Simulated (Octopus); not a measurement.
SnS2 (Berndtite-2T): equation of state with PBE

Crystal: SnS2 (Berndtite-2T).

```
Sn S
1.0
     3.63900    0.00000    0.00000
    -1.81950    3.15147    0.00000
     0.00000    0.00000    5.86800
Sn S
1 2
Direct
  0.00000 0.00000 0.00000
  0.66667 0.33333 0.75000
  0.33333 0.66667 0.25000
```

- Program: Octopus 16.4
- Task: equation of state
- Functional: PBE
- Potentials or basis: pseudodojo_pbe (PseudoDojo 0.5, PBE)
- k mesh: 8 × 8 × 5
- Occupations: fermi-dirac, width 0.05 eV
- Spin: no spin polarisation

```
Equilibrium volume                        : 23.67 Å³/atom
Bulk modulus at fixed shape and positions : 68 GPa
Pressure derivative of the bulk modulus   : 5.0 (rough: it moves with the points fitted)
```

Energy against volume, from the lowest point:
```tsv
volume (Å³/atom)	energy (meV/atom)
21.086	75.06
21.535	49.52
21.983	28.97
22.432	15.16
22.880	6.02
23.329	0.86
23.778	0.00
```

All runs of the series together: 45 min on 1 thread of Arm Neoverse V2, with other jobs on the host.

Caveat: the number of grid points is fixed, so the spacing changes with the cell, which shifts volumes and moduli; the cell was scaled at fixed shape and fractional positions, which overstates the stiffness of a crystal with free parameters, most of all of layers and chains; this functional lacks dispersion, which binds the layers, so the pressure and a relaxed spacing across them are unreliable.
